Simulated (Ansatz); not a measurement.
Ansatz input

```yaml
crystal:
  lattice:
    - [-1.1437282099, 1.1437282099, 1.1437282099]
    - [1.1437282099, -1.1437282099, 1.1437282099]
    - [1.1437282099, 1.1437282099, -1.1437282099]
  atoms:
    - { symbol: B, position: [0.0, 0.0, 0.0] }
hamiltonian:
  xc: revpbe
  pseudopotentials:
    kind: paw
    azcp:
      B: "pseudopotentials/B.paw.azcp"
basis:
  ecutwfc: 420
  fft_grid_basis: typed
kpoints:
  mp_grid: { grid: [21, 21, 21], shift: [0, 0, 0] }
magnetization:
  spin_polarized: false
scf:
  occupations: { method: fermi_dirac, width: 0.1 }
  lower_state_search: "off"
output:
  stress: true
  write_density: true
  write_potential: true
  elf: true
  volumetric_format: npy
```

Output

```
Engine: ansatz 0.2.0, x86_64-unknown-linux-gnu
Pseudopotentials: kind: paw
Pseudopotential: B, paw, valence charge 3, recommended cutoff 420 eV (normal) 
Functional definition: revPBE
  parameter kappa = 1.245
  parameter beta = 0.06672455060314922
  exchange = pbe_x(kappa = kappa, mu = beta*pi^2/3)
  correlation = pbe_c(beta = beta)
Crystal: 1 atoms, lattice volume = 5.985 Å³
Basis set: ecut = 420 eV, 135 PW (Γ)
Bands: 6, of which v1, the nominal top of the filled ones, is band 2 counted from 1 (1 counted from 0)
Symmetry: 48 space group operations
Space group: Im-3m (ITA 229), of the structure as read, at distance tolerance 1.8e-5 Å
k-points: 286 of 9261
Non-local potential: B, projectors of the file, l = 0: 2, l = 1: 2, l = 2: 1
PAW form: soft (Blöchl's): semilocal exchange-correlation on the pseudo side does not see the compensation charge
PAW frozen core: B, regenerated for the run's functional, and the local potential with it (the file was generated under x = pbe(κ = 0.804, μ = 0.2195149727645171), c = pbe(β = 0.06672455060314922))
PAW one-centre angular grid: B, 110 points (default); XC on 64 Gauss nodes
Initial density: superposition of atomic densities (neutral atoms: chi_scale 0, normalization atom), corrected by the library's trained network
Initial wavefunctions: pseudopotential atomic-orbital guess
Functional: x = revpbe(κ = 1.245, μ = 0.2195149727645171), c = pbe(β = 0.06672455060314922)
SCF iter   1: F=—  HF=-155.011341 eV  |F-HF|=—  |Δ(HF+E_count)|=         —  Δρ=5.70e-3  dr2=1.08e-3  ethr=1.77e-3  ⟨swp⟩=4.4  Hψ=12710  notcnv=0
SCF iter   2: F=—  HF=-155.011032 eV  |F-HF|=—  |Δ(HF+E_count)|=   3.09e-4  Δρ=2.68e-3  dr2=2.37e-4  ethr=3.61e-5  ⟨swp⟩=1.0  Hψ=4004  notcnv=0
SCF iter   3: F=—  HF=-155.010965 eV  |F-HF|=—  |Δ(HF+E_count)|=   6.67e-5  Δρ=8.16e-5  dr2=2.05e-7  ethr=7.88e-6  ⟨swp⟩=1.6  Hψ=1846  notcnv=0
SCF iter   4: F=—  HF=-155.010965 eV  |F-HF|=—  |Δ(HF+E_count)|=   2.52e-7  Δρ=1.41e-5  dr2=3.33e-9  ethr=6.84e-9  ⟨swp⟩=2.0  Hψ=2006  notcnv=0
iter 5 did not close the SCF: its close was put off for the readings that it lacked (scf_convergence_deferred on its scf_iter line)
SCF iter   5: F=-155.010965 eV  HF=-155.010965 eV  |F-HF|=7.56e-12  |Δ(HF+E_count)|=   3.37e-9  Δρ=5.13e-7  dr2=2.53e-12  ethr=1.11e-10  ⟨swp⟩=1.1  Hψ=1652  notcnv=0
SCF iter   6: F=-155.010965 eV  HF=-155.010965 eV  |F-HF|=1.14e-13  |Δ(HF+E_count)|=  1.14e-11  Δρ=5.51e-8  dr2=6.07e-14  ethr=1.00e-12  ⟨swp⟩=3.7  Hψ=6090  notcnv=0
SCF 1 converged in 6 iterations: F = -155.010965 eV  dr2 = 6.07e-14
SCF converged after 6 iterations
Free energy (F): -155.010965 eV
Harris-Foulkes:  -155.010965 eV  (|F-HF|=1.14e-13)
Internal energy: -155.003660 eV  (E = F + TS)
E sigma→0 (E₀):  -155.007313 eV
Entropy (-TS):   -0.007305 eV (-7.305 meV/atom)
Fermi energy:    14.230990 eV
--- Per-component energies (eV) ---
  E_band       = 19.043443
  E_kinetic    = 48.065449
  E_local      = -0.080872  (includes V_loc(G=0)·N_el)
  E_nonlocal   = 11.449107
  E_hartree    = 0.182593
  E_xc         = -32.368214
  E_vxc        = -38.514663  (∫ρ·V_xc dr)
  E_paw        = -79.151664  (= ΣΔE_a)
  E_vpaw       = -2.240764  (= ΣTr[D̂ρ^β])
  E_aug_tail   = -0.000001  (compensation charges beyond the density's cutoff)
  E_ewald      = -103.091154
  E_core_change = -0.008905  (= ΣΔE_core)
  E_smearing   = -0.007305  (= −TS)
  E_closure    = 0.000000  (closes the sum)
  Σ components = -155.010965   (vs F -155.010965, Δ=0.00e0)
--- Stress (GPa, compression-positive) ---
        9.642928      -0.000000       0.000000
       -0.000000       9.642928      -0.000000
       -0.000000       0.000000       9.642928
  P = ⅓ Tr σ = 9.6429 GPa (96.429 kbar)
--- Band table (eV; the first three rows and the last of 286) ---
  k-point 0: bands = ["-4.7766", "30.2888", "30.2888", "30.2888", "48.3897", "48.3897"]
  k-point 1: bands = ["-4.6721", "29.9376", "30.0200", "30.2224", "47.3772", "47.3836"]
  k-point 2: bands = ["-4.3588", "28.8719", "29.3012", "30.0272", "44.9861", "45.5250"]
  k-point 285: bands = ["14.2010", "14.7183", "14.7183", "24.5091", "24.9461", "26.1757"]
```
